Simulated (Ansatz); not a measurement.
The system is P.

```
CELL_PARAMETERS angstrom
4.82797 -4.29247 0.00000
4.82797 4.29247 0.00000
-0.02372 0.00000 5.58062
ATOMIC_POSITIONS crystal
P 0.77449 0.52034 0.25349
P 0.47966 0.22551 0.74651
P 0.22551 0.47966 0.74651
P 0.52034 0.77449 0.25349
P 0.28502 0.28502 0.42802
P 0.71498 0.71498 0.57198
P 0.15675 0.15675 0.74898
P 0.84325 0.84325 0.25102
```

This isn't the form of P at room conditions, which is orthorhombic.

Base run:

- Program: Ansatz 0.2.0
- Functional: RPBE
- Dispersion: D3(BJ)
- Potentials or basis: Ansatz PAW
- Cutoff: 420 eV (not typed: the program's choice for these potentials)
- k mesh: 4 × 4 × 5
- Occupations: fermi-dirac, width 0.05 eV
- Spin: no spin polarisation

Its results: band gap on the k mesh 3.22 eV, indirect (least direct gap 3.53 eV); pressure -0.6 GPa; largest force 0.573 eV/Å.

Problem. The run is repeated on the same cell with these changes: functional from RPBE to r2SCAN; cutoff from 420 eV (not typed: the program's choice for these potentials) to 500 eV (not typed: the program's choice for these potentials); occupations from fermi-dirac, width 0.05 eV to gaussian, width 0.1 eV. What comes out?

Solution. Band gap on the k mesh 3.43 eV, indirect (least direct gap 3.76 eV); pressure 0.0 GPa; largest force 0.270 eV/Å.

Caveats: odd divisions of the mesh miss points on the zone boundary, where band edges often lie, so the gap on the mesh can be too wide; the PAW data sets come from PBE, with cores solved anew for the run's functional, which leaves a small shift of forces and pressure; the dispersion damping was fitted for another functional or another form of the correction (some runs).

A k mesh can miss the band edges.
